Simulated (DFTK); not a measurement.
Runs of DFTK 0.8.2 on Ag. It takes space group Fm-3m (No. 225, cubic). Conventional cell: a = 4.085 Å, b = 4.085 Å, c = 4.085 Å, α = 90.00°, β = 90.00°, γ = 90.00°. Ag (site symmetry m-3m) is surrounded by 12 Ag at 2.89 Å. 

```tsv
task	level	potentials or basis	cell	k mesh	cutoff (eV)	kinetic blow-up at the cutoff (BlowupCHV)	most ionic steps	gradient tolerance	SCF solver	mesh quality	gap on the mesh (eV)	pressure (GPa)	V0 of scaled cells (Å³/atom)	relaxed volume (Å³/atom)	B0 (GPa)
relaxation of cell and atoms	PBE	SG15 1.2 (PBE)	relaxed	8 × 8 × 8	1415	yes	30	0.0002 Ha/bohr	-	not flagged	none	0.0	-	17.93	-
relaxation of cell and atoms	WC	SG15 1.2 (PBE)	relaxed	8 × 8 × 8	1415	yes	30	0.0002 Ha/bohr	-	not flagged	none	0.0	-	16.78	-
equation of state	PBE	dojo.nc.sr.pbe.v0_4_1.standard.upf (PBE)	as given	11 × 11 × 11	1116	-	-	-	-	not flagged	-	-	17.79	-	90
relaxation of cell and atoms	LDA	SG15 1.2 (PBE)	relaxed	8 × 8 × 8	1415	yes	30	0.0002 Ha/bohr	-	not flagged	none	-0.1	-	15.98	-
single point	PBE	dojo.nc.sr.pbe.v0_4_1.standard.upf (PBE)	as given	11 × 11 × 11	1116	-	-	-	-	not flagged	none	(a)	-	-	-
relaxation of cell and atoms	AM05	SG15 1.2 (PBE)	relaxed	8 × 8 × 8	1415	yes	30	0.0002 Ha/bohr	-	not flagged	none	0.1	-	16.69	-
band structure	BJ06	SG15 1.2 (PBE)	as given	9 × 9 × 9	1225	-	-	-	-	not flagged	none	-	-	-	-
relaxation of cell and atoms	r2SCAN	SG15 1.2 (PBE)	relaxed	8 × 8 × 8	1415	yes	30	0.0002 Ha/bohr	-	not flagged	none	0.0	-	17.28	-
equation of state	PBEsol	dojo.nc.sr.pbesol.v0_4_1.standard.upf (PBEsol)	as given	7 × 7 × 7	1116	-	-	-	-	coarse	-	-	16.60	-	(c)
relaxation of cell and atoms	PBEsol	SG15 1.2 (PBE)	relaxed	8 × 8 × 8	1415	yes	30	0.0002 Ha/bohr	-	not flagged	none	0.1	-	16.69	-
band structure	TASK	SG15 1.2 (PBE)	as given	9 × 9 × 9	1225	-	-	-	ScfAndersonSolver	not flagged	none	(b)	-	-	-
relaxation of cell and atoms	RPBE	SG15 1.2 (PBE)	relaxed	8 × 8 × 8	1415	yes	30	0.0002 Ha/bohr	-	not flagged	none	0.1	-	18.89	-
```

Alike in all rows: no spin polarisation; smearing fermi-dirac 0.05 eV.

Q: Fill in the values left out.

A: (a) 4.2; (b) 5.1; (c) 122.

Caveats: some runs use coarse meshes; the potentials were made for another functional, which shifts forces and pressure (some runs); the program leaves the constant c of mgga_x_tb09 at 1, so the potential is Becke-Johnson's (BJ06) and not Tran and Blaha's, with levels but no total energy (some runs).

A k mesh can miss the band edges, and the runs leave out spin-orbit coupling on Ag.

A gap of «none» marks a metal or a gap under the smearing width.

Not every run made on this cell is shown here.
